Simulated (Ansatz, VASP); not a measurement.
**One calculation of Al, two programs**

```xyz
1
Lattice="0.0000 2.0248 2.0248 2.0248 0.0000 2.0248 2.0248 2.0248 0.0000" Properties=species:S:1:pos:R:3 pbc="T T T"
Al    0.0000    0.0000    0.0000
```

Alike in both runs: task single point; functional PBEsol; k mesh 12 × 12 × 12; occupations methfessel-paxton of order 1, width 0.1 eV; no spin polarisation.

|  | VASP | Ansatz |
| --- | --- | --- |
| version | VASP 6.6.1 | Ansatz 0.2.0 |
| potentials or method | VASP PAW PBE potentials, release 64 (Al) | plane waves, PAW |
| plane-wave cutoff (eV) | 520 | 450 |
| valence electrons in the cell | 3 | 3 |

|  | VASP | Ansatz | Ansatz less VASP |
| --- | --- | --- | --- |
| pressure (GPa) | -1.7 | -1.8 | -0.06 |

Caveats: the PAW data sets were made with another functional, which shifts forces and pressure a little (VASP).
